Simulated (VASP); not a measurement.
Wanted: the native input for a VASP 6.6.1 run.

| Property | Result |
| --- | --- |
| Task | relaxation of cell and atoms |
| Functional | PBE |
| Potentials or basis | VASP PAW PBE potentials, release 64 (Cl) |
| Cutoff | 600 eV |
| k mesh | 8 × 8 × 4 |
| Occupations | gaussian, width 0.03 eV |
| Spin | no spin polarisation |
| Target pressure | 1.15 GPa |
| Further INCAR settings | ALGO = Normal; EDIFF = 1e-06; IBRION = 2; EDIFFG = -0.01; NSW = 90; ISIF = 3 |
| Target pressure | 1.15 GPa |

The structure of Cl lies in POSCAR:

```
Cl
1.0
    2.9327500000     -2.0968500000      0.0000000000
    2.9327500000      2.0968500000      0.0000000000
    0.0000000000      0.0000000000      7.9455000000
Cl
4
Direct
    0.8700000000      0.1300000000      0.1000000000
    0.6300000000      0.3700000000      0.6000000000
    0.1300000000      0.8700000000      0.9000000000
    0.3700000000      0.6300000000      0.4000000000
```

The cell was built by a generator and needn't be a form met in nature.

These files were run (other wordings do the same):

INCAR

```
PREC     = Accurate       # precision mode
ENCUT    = 600            # plane-wave cutoff, eV
EDIFF    = 1E-6           # SCF threshold, eV
ISMEAR   = 0              # smearing method
SIGMA    = 0.03           # smearing width, eV
LREAL    = False          # projectors in reciprocal space
LASPH    = True           # aspherical terms in the spheres
NELM     = 80             # most SCF steps
ALGO     = Normal         # electronic algorithm
ISIF     = 3              # what is computed and relaxed
LWAVE    = False          # write WAVECAR
LCHARG   = False          # write CHGCAR
GGA      = PE             # functional
IBRION   = 2              # ionic algorithm
NSW      = 90             # ionic steps
EDIFFG   = -0.01          # ionic threshold
PSTRESS  = 11.5
```

KPOINTS

```
Automatic mesh
0
Gamma
  8 8 4
```

Potentials or basis: VASP PAW PBE potentials, release 64 (Cl).

The run is started by

```console
$ cat potpaw_PBE.64/Cl/POTCAR > POTCAR
$ mpirun -np 1 vasp_std > vasp.out
```

It gave:

The relaxed volume is 27.26 Å³/atom and the relaxed cell is a = 3.880 Å, b = 3.880 Å, c = 8.090 Å, α = 90.00°, β = 90.00°, γ = 63.52°. The space group after relaxing (to 0.05 Å) is Cmce (No. 64), the energy change on relaxing (the enthalpy is what falls) is -74.2 meV/atom and the ionic steps are 41. The pressure after relaxing is 1.2 GPa. The largest force after relaxing is 0.010 eV/Å and the band gap on the k mesh is 2.32 eV, direct.

Caveat: the cell is relaxed towards a set pressure, so the enthalpy falls and the energy may rise.

Wall time 27 min on 1 thread of AMD EPYC 7R13 Processor (Zen 3) (shared host), peak memory 0.26 GiB.
